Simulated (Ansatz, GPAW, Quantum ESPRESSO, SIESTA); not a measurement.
# Ti: 6 runs at one level of theory

```
Ti
1.0
     0.00000    2.03000    2.03000
     2.03000    0.00000    2.03000
     2.03000    2.03000    0.00000
Ti
1
Cartesian
  0.0000 0.0000 0.0000
```

This isn't the form of Ti at room conditions, which is hcp.

Alike in all runs: task band structure; functional PBEsol; k mesh 11 × 11 × 11; occupations fermi-dirac, width 0.05 eV; no spin polarisation; no spin-orbit coupling. Pressure is positive in compression and, in plane waves, holds the error of the finite cutoff, which Ansatz's Pulay term estimates and takes out.

```tsv
program and potentials	plane-wave cutoff (eV)	notes	pressure (GPa)
SIESTA, files PseudoDojo sr-pbesol-0.4.1-standard, DZP (energy shift 0.003 Ry; two zetas on semicore shells)	-	atomic basis; 12 valence electrons an atom on average	-0.03
GPAW, PAW data sets generated for this functional	600	12 valence electrons an atom on average	-0.95
Quantum ESPRESSO, GBRV 1.5 PBEsol	612	12 valence electrons an atom on average	-0.55
Ansatz, all-electron LAPW, scalar-relativistic	-	-	-0.55
Quantum ESPRESSO, PseudoDojo 0.4.1 SR PBEsol standard	1143	12 valence electrons an atom on average	?
Ansatz, PAW datasets made for the crystal	260	4 valence electrons an atom on average	-0.54
```

Question: Estimate from the other rows what the run with Quantum ESPRESSO, PseudoDojo 0.4.1 SR PBEsol standard gave.

Answer: Pressure -0.43 GPa. The other rows, which needn't bracket it: pressure -0.95 to -0.03.
